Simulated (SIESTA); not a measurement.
The system is Cu.

```
Cu
1.0
     2.53410    0.00000    0.00000
    -1.26705    2.19459    0.00000
     0.00000    0.00000    4.11257
Cu
2
Direct
  0.66667 0.33333 0.75000
  0.33333 0.66667 0.25000
```

This isn't the form of Cu at room conditions, which is fcc.

Program: SIESTA 5.4.2. Alike in all runs: task band structure; level PBEsol; no spin polarisation; cell as given; k mesh 12 × 12 × 7; smearing fermi-dirac 0.05 eV; grid cutoff 800 Ry; energy shift 0.003 Ry. Hardware: 1 thread of Arm Neoverse V2, with other jobs on the host.

**Question.** Order these runs on this cell by their wall time, lowest first.
A. potentials or basis PseudoDojo 0.4 standard (PBEsol files), TZDP (energy shift 0.003 Ry; two zetas on semicore shells)
B. potentials or basis PseudoDojo 0.4 standard (PBEsol files), SZP (energy shift 0.003 Ry)
C. potentials or basis PseudoDojo 0.4 standard (PBEsol files), SZ (energy shift 0.003 Ry)

**Answer.** C (7.9 s), B (24 s), A (72 s).

Caveats: the basis has no polarisation orbitals (some runs).
